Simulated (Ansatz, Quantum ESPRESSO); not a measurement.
# RbCl(001): dielectric constant from slabs in a field, part 2 of 5

Wanted: electronic and ionic screening from finite-field slabs, the first being RbCl(001), 5 layers.

Quantum ESPRESSO 7.5; plane-wave DFT, LDA, GBRV ultrasoft pseudopotentials; geometry by Ansatz 0.2.0 with PAW datasets.

So far: The starting structure; Relaxation with Ansatz, 5 layers.

## (3) SCF with pw.x, 5 layers: no field

The slab without a field is the reference for all differences.

Level of this step: plane-wave DFT, LDA, GBRV ultrasoft pseudopotentials (Quantum ESPRESSO 7.5).

n5.f0.in

```
&control
  prefix = 'n5.f0'
  outdir = './out'
  pseudo_dir = './pseudo'
  calculation = 'scf'
  tprnfor = .true.
  tefield = .true.
  dipfield = .true.
/
&system
  ibrav = 0
  nat = 10
  ntyp = 2
  ecutwfc = 40
  ecutrho = 200
  occupations = 'fixed'
  edir = 3
  emaxpos = 0.97
  eopreg = 0.04
  eamp = 0.0
/
&electrons
  conv_thr = 1e-10
  mixing_beta = 0.5
  electron_maxstep = 120
/
ATOMIC_SPECIES
  Rb  85.4678  rb_lda_v1.uspp.F.UPF
  Cl  35.4500  cl_lda_v1.4.uspp.F.UPF
CELL_PARAMETERS angstrom
  4.72347329830000 0.00000000000000 0.00000000000000
  0.00000000000000 4.72347329830000 0.00000000000000
  0.00000000000000 0.00000000000000 29.36000000000000
ATOMIC_POSITIONS crystal
  Rb  0.000000000000 0.000000000000 0.272939617544
  Cl  0.500000000000 0.500000000000 0.272148555546
  Rb  0.500000000000 0.500000000000 0.385694757710
  Cl  -0.000000000000 0.000000000000 0.385742894235
  Rb  -0.000000000000 0.000000000000 0.499999999138
  Cl  0.500000000000 0.500000000000 0.499999997873
  Rb  0.500000000000 0.500000000000 0.614305236596
  Cl  -0.000000000000 0.000000000000 0.614257114872
  Rb  -0.000000000000 0.000000000000 0.727060379943
  Cl  0.500000000000 0.500000000000 0.727851446542
K_POINTS automatic
  4 4 1 0 0 0
```

The run is started by

```
$ OMP_NUM_THREADS=1 mpirun -n 8 pw.x -nk 1 -in n5.f0.in > n5.f0.out
```

The log of the run:

```text
Program PWSCF v.7.5 starts
[citation notice left out]

     Parallel version (MPI & OpenMP), running on       8 processor cores
     Number of MPI processes:                 8
     Threads/MPI process:                     1

     MPI processes distributed on     1 nodes
[...]
Current dimensions of program PWSCF are:
     Max number of different atomic species (ntypx) = 10
     Max number of k-points (npk) =  40000
     Max angular momentum in pseudopotentials (lmaxx) =  4
     Presently no symmetry can be used with electric field

     R & G space division:  proc/nbgrp/npool/nimage =       8
     Subspace diagonalization in iterative solution of the eigenvalue problem:
     a serial algorithm will be used

     Parallelization info
     --------------------
     sticks:   dense  smooth     PW     G-vecs:    dense   smooth      PW
     Min         158     125     36                26380    18855    2958
     Max         159     126     37                26401    18876    2981
     Sum        1265    1005    293               211097   150923   23765

     Using Slab Decomposition

     bravais-lattice index     =            0
     lattice parameter (alat)  =       8.9261  a.u.
     unit-cell volume          =    4420.5426 (a.u.)^3
     number of atoms/cell      =           10
     number of atomic types    =            2
     number of electrons       =        80.00
     number of Kohn-Sham states=           40
     kinetic-energy cutoff     =      40.0000  Ry
     charge density cutoff     =     200.0000  Ry
     scf convergence threshold =      1.0E-10
     mixing beta               =       0.5000
     number of iterations used =            8  plain     mixing
     Exchange-correlation=  SLA  PZ   NOGX NOGC
                           (   1   1   0   0   0   0   0)

     celldm(1)=   8.926071  celldm(2)=   0.000000  celldm(3)=   0.000000
     celldm(4)=   0.000000  celldm(5)=   0.000000  celldm(6)=   0.000000

     crystal axes: (cart. coord. in units of alat)
               a(1) = (   1.000000   0.000000   0.000000 )
               a(2) = (   0.000000   1.000000   0.000000 )
               a(3) = (   0.000000   0.000000   6.215765 )

     reciprocal axes: (cart. coord. in units 2 pi/alat)
               b(1) = (  1.000000  0.000000  0.000000 )
               b(2) = (  0.000000  1.000000  0.000000 )
               b(3) = (  0.000000  0.000000  0.160881 )

     PseudoPot. # 1 for Rb read from file:
     ./pseudo/rb_lda_v1.uspp.F.UPF
     Pseudo is Ultrasoft + core correction, Zval =  9.0
     Generated by new atomic code, or converted to UPF format
     Using radial grid of  881 points,  6 beta functions with:
                l(1) =   0
                l(2) =   0
                l(3) =   1
                l(4) =   1
                l(5) =   2
                l(6) =   2
     Q(r) pseudized with  8 coefficients,  rinner =    1.900   1.900   1.900
                                                       1.900   1.900

     PseudoPot. # 2 for Cl read from file:
     ./pseudo/cl_lda_v1.4.uspp.F.UPF
     Pseudo is Ultrasoft + core correction, Zval =  7.0
     Generated by new atomic code, or converted to UPF format
     Using radial grid of  909 points,  6 beta functions with:
                l(1) =   0
                l(2) =   0
                l(3) =   1
                l(4) =   1
                l(5) =   2
                l(6) =   2
     Q(r) pseudized with  8 coefficients,  rinner =    1.300   1.300   1.300
                                                       1.300   1.300

     atomic species   valence    mass     pseudopotential
     Rb                9.00    85.46780     Rb( 1.00)
     Cl                7.00    35.45000     Cl( 1.00)

     No symmetry found

   Cartesian axes

     site n.     atom                  positions (alat units)
         1        Rb     tau(   1) = (   0.0000000   0.0000000   1.6965285  )
         2        Cl     tau(   2) = (   0.5000000   0.5000000   1.6916115  )
         3        Rb     tau(   3) = (   0.5000000   0.5000000   2.3973880  )
         4        Cl     tau(   4) = (   0.0000000   0.0000000   2.3976872  )
         5        Rb     tau(   5) = (   0.0000000   0.0000000   3.1078825  )
         6        Cl     tau(   6) = (   0.5000000   0.5000000   3.1078825  )
         7        Rb     tau(   7) = (   0.5000000   0.5000000   3.8183770  )
         8        Cl     tau(   8) = (   0.0000000   0.0000000   3.8180779  )
         9        Rb     tau(   9) = (   0.0000000   0.0000000   4.5192365  )
        10        Cl     tau(  10) = (   0.5000000   0.5000000   4.5241535  )

     number of k points=    10
                       cart. coord. in units 2pi/alat
        k(    1) = (   0.0000000   0.0000000   0.0000000), wk =   0.1250000
        k(    2) = (   0.0000000   0.2500000   0.0000000), wk =   0.2500000
        k(    3) = (   0.0000000  -0.5000000   0.0000000), wk =   0.1250000
        k(    4) = (   0.2500000   0.0000000   0.0000000), wk =   0.2500000
        k(    5) = (   0.2500000   0.2500000   0.0000000), wk =   0.2500000
        k(    6) = (   0.2500000  -0.5000000   0.0000000), wk =   0.2500000
        k(    7) = (   0.2500000  -0.2500000   0.0000000), wk =   0.2500000
        k(    8) = (  -0.5000000   0.0000000   0.0000000), wk =   0.1250000
        k(    9) = (  -0.5000000   0.2500000   0.0000000), wk =   0.2500000
        k(   10) = (  -0.5000000  -0.5000000   0.0000000), wk =   0.1250000

     Dense  grid:   211097 G-vectors     FFT dimensions: (  45,  45, 250)

     Smooth grid:   150923 G-vectors     FFT dimensions: (  36,  36, 225)

     Estimated max dynamical RAM per process >     121.12 MB

     Estimated total dynamical RAM >     968.99 MB

     Initial potential from superposition of free atoms

     starting charge      77.4781, renormalised to      80.0000

     negative rho (up, down):  4.065E-01 0.000E+00

     Adding external electric field

     Computed dipole along edir(3) :
        Dipole               -0.0000 Ry au,         -0.0000 Debye
        Dipole field         -0.0000 Ry au,

        Potential amp.        0.0000 Ry
        Total length         53.2631 bohr

     Starting wfcs are   70 randomized atomic wfcs

     total cpu time spent up to now is        1.3 secs

     per-process dynamical memory:    46.6 Mb

     Self-consistent Calculation

     iteration #  1     ecut=    40.00 Ry     beta= 0.50
     Davidson diagonalization with overlap
     ethr =  1.00E-02,  avg # of iterations =  1.0

     Threshold (ethr) on eigenvalues was too large:
     Diagonalizing with lowered threshold

[...]
estimated scf accuracy    <       0.03513246 Ry

     iteration #  3     ecut=    40.00 Ry     beta= 0.50
[...]
negative rho (up, down):  3.939E-01 0.000E+00

[...]
Dipole                0.0000 Ry au,          0.0001 Debye
[...]
total energy              =    -434.13866568 Ry
     estimated scf accuracy    <       0.00373104 Ry

     iteration #  4     ecut=    40.00 Ry     beta= 0.50
[...]
negative rho (up, down):  3.930E-01 0.000E+00

[...]
Dipole               -0.0000 Ry au,         -0.0000 Debye
[...]
total energy              =    -434.13891034 Ry
     estimated scf accuracy    <       0.00031900 Ry

     iteration #  5     ecut=    40.00 Ry     beta= 0.50
[...]
negative rho (up, down):  3.926E-01 0.000E+00

[...]
Dipole               -0.0000 Ry au,         -0.0000 Debye
[...]
total energy              =    -434.13894990 Ry
     estimated scf accuracy    <       0.00000748 Ry

     iteration #  6     ecut=    40.00 Ry     beta= 0.50
[...]
negative rho (up, down):  3.921E-01 0.000E+00

[...]
Dipole                0.0000 Ry au,          0.0000 Debye
[...]
total energy              =    -434.13895648 Ry
     estimated scf accuracy    <       0.00000045 Ry

     iteration #  7     ecut=    40.00 Ry     beta= 0.50
[...]
negative rho (up, down):  3.919E-01 0.000E+00

[...]
Dipole               -0.0000 Ry au,         -0.0000 Debye
[...]
total energy              =    -434.13895654 Ry
     estimated scf accuracy    <       0.00000030 Ry

     iteration #  8     ecut=    40.00 Ry     beta= 0.50
[...]
negative rho (up, down):  3.919E-01 0.000E+00

[...]
Dipole                0.0000 Ry au,          0.0000 Debye
[...]
total energy              =    -434.13895662 Ry
     estimated scf accuracy    <       0.00000001 Ry

     iteration #  9     ecut=    40.00 Ry     beta= 0.50
[...]
negative rho (up, down):  3.919E-01 0.000E+00

[...]
Dipole               -0.0000 Ry au,         -0.0000 Debye
[...]
total energy              =    -434.13895662 Ry
     estimated scf accuracy    <          2.4E-10 Ry

     iteration # 10     ecut=    40.00 Ry     beta= 0.50
[...]
negative rho (up, down):  3.919E-01 0.000E+00

[...]
Dipole               -0.0000 Ry au,         -0.0000 Debye
[...]
End of self-consistent calculation

          k = 0.0000 0.0000 0.0000 ( 18839 PWs)   bands (ev):

   -26.6359 -26.6359 -26.4172 -26.3822 -26.3813 -14.3509 -14.3457 -14.3083
   -14.1181 -14.1173 -10.8147 -10.8024 -10.6988 -10.6988 -10.6988 -10.6988
   -10.5922 -10.5347 -10.5347 -10.4841 -10.4841 -10.4647 -10.4646 -10.4646
   -10.4479  -2.9266  -2.8932  -2.7458  -2.5566  -2.5566  -2.5358  -2.5358
    -2.5240  -2.4808  -2.4808  -2.4333  -2.3492  -2.3492  -2.3480  -2.3480

          k = 0.0000 0.2500 0.0000 ( 18832 PWs)   bands (ev):

   -26.6337 -26.6337 -26.4145 -26.3799 -26.3795 -14.3732 -14.3647 -14.3351
   -14.1455 -14.1447 -10.7995 -10.7909 -10.6825 -10.6824 -10.6686 -10.6684
   -10.5700 -10.5110 -10.5035 -10.4689 -10.4680 -10.4631 -10.4583 -10.4571
   -10.4476  -3.0351  -3.0174  -2.8844  -2.8432  -2.7686  -2.6982  -2.6687
    -2.6593  -2.6417  -2.6181  -2.6071  -2.4905  -2.4792  -2.4786  -2.4481

          k = 0.0000-0.5000 0.0000 ( 18850 PWs)   bands (ev):

   -26.6314 -26.6314 -26.4117 -26.3777 -26.3777 -14.3955 -14.3820 -14.3633
   -14.1726 -14.1720 -10.7841 -10.7792 -10.6659 -10.6659 -10.6373 -10.6371
   -10.5231 -10.5093 -10.4826 -10.4714 -10.4547 -10.4539 -10.4536 -10.4368
   -10.4355  -3.2572  -3.2438  -3.1682  -3.0473  -3.0222  -2.7782  -2.7706
    -2.7557  -2.7396  -2.7207  -2.6836  -2.6028  -2.6026  -2.4981  -2.4770

          k = 0.2500 0.0000 0.0000 ( 18832 PWs)   bands (ev):

   -26.6337 -26.6337 -26.4145 -26.3799 -26.3795 -14.3732 -14.3647 -14.3351
   -14.1455 -14.1447 -10.7995 -10.7909 -10.6825 -10.6824 -10.6686 -10.6684
   -10.5700 -10.5110 -10.5035 -10.4689 -10.4680 -10.4631 -10.4583 -10.4571
   -10.4476  -3.0351  -3.0174  -2.8844  -2.8432  -2.7686  -2.6982  -2.6687
    -2.6593  -2.6417  -2.6181  -2.6071  -2.4905  -2.4792  -2.4786  -2.4481

          k = 0.2500 0.2500 0.0000 ( 18929 PWs)   bands (ev):

   -26.6316 -26.6316 -26.4121 -26.3778 -26.3776 -14.3671 -14.3565 -14.3311
   -14.1394 -14.1387 -10.7890 -10.7823 -10.7570 -10.7568 -10.6523 -10.6522
   -10.6011 -10.5515 -10.5416 -10.5145 -10.4783 -10.4770 -10.4580 -10.4449
   -10.4437  -3.0584  -3.0565  -2.9738  -2.8679  -2.8272  -2.7162  -2.7035
    -2.6941  -2.6548  -2.6516  -2.5749  -2.4824  -2.4593  -2.4543  -2.4428

          k = 0.2500-0.5000 0.0000 ( 18912 PWs)   bands (ev):

   -26.6295 -26.6295 -26.4097 -26.3758 -26.3757 -14.3611 -14.3476 -14.3284
   -14.1337 -14.1331 -10.7786 -10.7737 -10.7417 -10.7416 -10.7261 -10.7260
   -10.5787 -10.5743 -10.5274 -10.5235 -10.5106 -10.5036 -10.5020 -10.4981
   -10.4562  -3.0364  -3.0347  -2.9591  -2.8525  -2.8506  -2.7399  -2.7102
    -2.7003  -2.6977  -2.6798  -2.6297  -2.5681  -2.5657  -2.4634  -2.4383

[...]
highest occupied level (ev):    -2.3480

!    total energy              =    -434.13895662 Ry
     estimated scf accuracy    <          8.4E-11 Ry

     The total energy is the sum of the following terms:
     one-electron contribution =   -1918.74919379 Ry
     hartree contribution      =     975.24523717 Ry
     xc contribution           =    -112.28566583 Ry
     ewald contribution        =     621.65066583 Ry
     electric field correction =       0.00000000 Ry

     convergence has been achieved in  10 iterations

     negative rho (up, down):  3.919E-01 0.000E+00

     Forces acting on atoms (cartesian axes, Ry/au):

     atom    1 type  1   force =     0.00000000    0.00000002    0.00631370
     atom    2 type  2   force =     0.00000001    0.00000000    0.00627467
     atom    3 type  1   force =     0.00000002   -0.00000002   -0.00028622
     atom    4 type  2   force =     0.00000000    0.00000000   -0.00036287
     atom    5 type  1   force =    -0.00000004    0.00000006    0.00000006
     atom    6 type  2   force =     0.00000001   -0.00000001    0.00000001
     atom    7 type  1   force =     0.00000001   -0.00000006    0.00028622
     atom    8 type  2   force =    -0.00000000   -0.00000001    0.00036287
     atom    9 type  1   force =     0.00000000    0.00000002   -0.00631379
     atom   10 type  2   force =    -0.00000002   -0.00000001   -0.00627465

     Total force =     0.012605     Total SCF correction =     0.000012

[...]
=------------------------------------------------------------------------------=
   JOB DONE.
=------------------------------------------------------------------------------=
```

Elapsed: 26 s, on 8 MPI ranks of Arm Neoverse V2, shared host; peak memory 0.74 GiB.

This step gave:

| Quantity | Value |
| --- | --- |
| free energy | -5906.7614 eV |
| dipole along the normal | 0 e·Å |
| valence top, on the run's zero | -2.348 eV |

The run needed 10 iterations to bring the estimated error under 1e-10 Ry; the largest force on any atom, held or free, is 0.16 eV/Å.

## (4) Electrostatic potential, 5 layers

The vacuum level is read from the electrostatic potential (plot_num = 11), averaged over planes.

n5.f0.pot.in

```
&inputpp
  prefix = 'n5.f0'
  outdir = './out'
  filplot = 'n5.f0.pot.dat'
  plot_num = 11
/
```

The run is started by

```
$ OMP_NUM_THREADS=1 mpirun -n 8 pp.x -in n5.f0.pot.in > n5.f0.pot.out
```

The log of the run:

```text
[banner, memory and clock lines left out]
Program POST-PROC v.7.5 starts

          URL

     ./out/n5.f0.save/

     IMPORTANT: XC functional enforced from input :
     Exchange-correlation= PZ
                           (   1   1   0   0   0   0   0)
     Any further DFT definition will be discarded
     Please, verify this is what you really want

     negative rho (up, down):  3.919E-01 0.000E+00

     Adding external electric field

     Computed dipole along edir(3) :
        Dipole               -0.0000 Ry au,         -0.0000 Debye
        Dipole field         -0.0000 Ry au,

        Potential amp.        0.0000 Ry
        Total length         53.2631 bohr

     Calling punch_plot, plot_num =  11

     Adding external electric field

     Computed dipole along edir(3) :
        Dipole               -0.0000 Ry au,         -0.0000 Debye
        Dipole field         -0.0000 Ry au,

        Potential amp.        0.0000 Ry
        Total length         53.2631 bohr

     Writing data to file  n5.f0.pot.dat
     Message from routine chdens:
     namelist plot not found or invalid, exiting
```

It took 1 s on 8 MPI ranks; peak memory 0.12 GiB; 7.7 s of CPU time.

Numbers from this step:

| Item | Value |
| --- | --- |
| slope of the potential above | 2.81e-5 eV/Å |
| upper vacuum line continued to the top atoms, over the valence top | 6.253 eV |
| slope of the potential below | -1.77e-5 eV/Å |
| lower vacuum line continued to the bottom atoms, over the valence top | 6.253 eV |
| vacuum level at the upper face over the valence top of the mesh | 6.253 eV |
| vacuum level at the lower face over the valence top of the mesh | 6.253 eV |

Electrostatic potential energy of an electron, with the sawtooth; zero at the highest filled level of the SCF mesh. Table of potential energy, planar mean by z:

```
z (Å)  potential energy, planar mean (eV)
    0                                6.25
    1                                6.25
    2                                6.25
    3                                6.25
    4                                6.25
    5                                6.25
    6                                6.18
    7                                4.58
    8                               -11.1
    9                                4.58
   10                                5.68
   11                               -6.56
   12                                1.30
   13                                5.96
   14                                1.37
   15                               -6.66
   16                                5.67
   17                                4.79
   18                               -11.0
   19                                4.40
   20                                5.73
   21                               -5.75
   22                               0.708
   23                                6.03
   24                                6.24
   25                                6.25
   26                                6.25
   27                                6.25
   28                                6.25
   29                                6.25
```

The vacuum is flat to 0.1 meV/Å, so its level is well defined. Inside the slab the curve depends on the local part of the pseudopotentials; only the vacuum level has a meaning of its own.

(Part 2 of 5 ends here.)

[Logs are printed without paths, hosts, clocks, repeated set-up lines and the standing remarks that a program may print on its own settings, such as how far it seeks lower states.]

[Hosts, paths, dates, database ids (printed as entryN), source tags and the programs' standing remarks are cut or masked in the printed files.]

[Maps of the electrostatic potential energy from Ansatz leave out the sawtooth potential of an applied field or a dipole correction, so their vacuum need not be flat; planar profiles and work functions include it.]
